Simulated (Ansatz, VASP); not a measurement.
Tl: VASP beside Ansatz

The input INCAR:

```
SYSTEM = Tl
PREC = Accurate
ENCUT = 520
EDIFF = 1E-7
ISMEAR = -1
SIGMA = 0.05
LREAL = .FALSE.
LASPH = .TRUE.
NELM = 60
ALGO = Normal
ISIF = 2
LWAVE = .FALSE.
LCHARG = .FALSE.
GGA = PE
NBANDS = 34
```

The input KPOINTS:

```
Automatic mesh
0
G
  9 9 3
  0 0 0
```

Contents of POSCAR:

```
Tl
1.0
    3.5086375776      0.0000000000      0.0000000000
   -1.7543187888      3.0385692748      0.0000000000
    0.0000000000      0.0000000000     11.2656046300
Tl
4
Direct
    0.6704350000      0.3359360000      0.7537430000
    0.0024690000      0.0117550000      0.4982410000
    0.3305850000      0.6614330000      0.2477010000
    0.0082890000      0.0021340000      0.0006780000
```

input.yaml

```yaml
crystal:
  lattice:
    - [3.5086375776, 0.0, 0.0]
    - [-1.7543187888, 3.0385692748, 0.0]
    - [0.0, 0.0, 11.26560463]
  atoms:
    - { symbol: Tl, position: [0.670435, 0.335936, 0.753743] }
    - { symbol: Tl, position: [0.002469, 0.011755, 0.498241] }
    - { symbol: Tl, position: [0.330585, 0.661433, 0.247701] }
    - { symbol: Tl, position: [0.008289, 0.002134, 0.000678] }
hamiltonian:
  xc: pbe
  pseudopotentials: { kind: paw }
kpoints:
  mp_grid: { grid: [9, 9, 3] }
scf:
  occupations: { method: fermi_dirac, width: 0.05 }
output:
  forces: true
  stress: true
  eigenvalues: true
```

Change from the starting cell: atoms moved at random, drawn with an rms of 0.05 Å.

Alike in both runs: task single point; functional PBE; k mesh 9 × 9 × 3; occupations fermi-dirac, width 0.05 eV; no spin polarisation.

|  | VASP | Ansatz |
| --- | --- | --- |
| version | VASP 6.6.1 | Ansatz 0.2.0 |
| potentials or method | VASP PAW PBE potentials, release 64 (Tl_d) | Ansatz PAW |
| plane-wave cutoff (eV) | 520 | 420 |
| valence electrons in the cell | 52 | 52 |

Ansatz gave:

* gap on the k mesh at the Fermi level (eV): none
* pressure (GPa): 1.2
* rms of the force components (eV/Å): 0.038

Question: Which values does VASP return?

Answer: gap on the k mesh at the Fermi level (eV): none; pressure (GPa): 1.1; rms of the force components (eV/Å): 0.038.

Atom by atom the forces differ by 0.000 eV/Å (rms over components). A gap of «none» marks a metal or a gap that the smearing closes.

The runs have no spin-orbit coupling, so splittings on Tl are missing.
